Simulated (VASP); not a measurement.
The system is Pt.

```
Pt
1.0
     2.76067    0.00000    0.00000
    -1.38033    2.39081    0.00000
     0.00000    0.00000    4.79213
Pt
2
Direct
  0.66667 0.33333 0.75000
  0.33333 0.66667 0.25000
```

This isn't the form of Pt at room conditions, which is fcc.

```yaml
Program: VASP 6.6.1
Task: relaxation of cell and atoms
Functional: PBEsol
Potentials_or_basis: VASP PAW PBE potentials, release 64 (Pt)
Cutoff: 600 eV
k_mesh: 8 × 8 × 4
Occupations: methfessel-paxton, width 0.1 eV
Spin: no spin polarisation
```

At the start: pressure -10.9 GPa; volume 15.81 Å³/atom.

Question: Where does the relaxation end?

Answer: Over 9 steps the energy falls by 27.8 meV/atom and the volume is 15.12 Å³/atom (-4.4 %); space group P6_3/mmc (No. 194, to 0.05 Å).

Step by step:
| step | energy change (eV) | largest force (eV/Å) | pressure (GPa) | volume (Å³) |
| --- | --- | --- | --- | --- |
| 1 | 0.0000 | 0.0000 | -10.87 | 31.63 |
| 2 | 0.3498 | 0.0000 | 44.57 | 26.97 |
| 3 | -0.0499 | 0.0000 | -0.23 | 30.31 |
| 4 | -0.0499 | 0.0000 | 0.20 | 30.26 |
| 5 | -0.0499 | 0.0000 | 0.45 | 30.24 |
| 6 | -0.0555 | 0.0000 | 0.44 | 30.19 |
| 7 | -0.0555 | 0.0000 | 0.43 | 30.19 |
| 8 | -0.0552 | 0.0000 | -1.01 | 30.34 |
| 9 | -0.0555 | 0.0000 | 0.02 | 30.23 |

Final structure:
```cif
data_structure
_symmetry_space_group_name_H-M 'P 1'
_symmetry_Int_Tables_number 1
_cell_length_a 2.7405
_cell_length_b 2.7405
_cell_length_c 4.6479
_cell_angle_alpha 90.000
_cell_angle_beta 90.000
_cell_angle_gamma 120.000
_cell_volume 30.23
loop_
_atom_site_label
_atom_site_type_symbol
_atom_site_fract_x
_atom_site_fract_y
_atom_site_fract_z
_atom_site_occupancy
Pt1 Pt 0.66667 0.33333 0.75000 1
Pt2 Pt 0.33333 0.66667 0.25000 1
```

Caveat: the PAW data sets were made with another functional, which shifts forces and pressure a little.
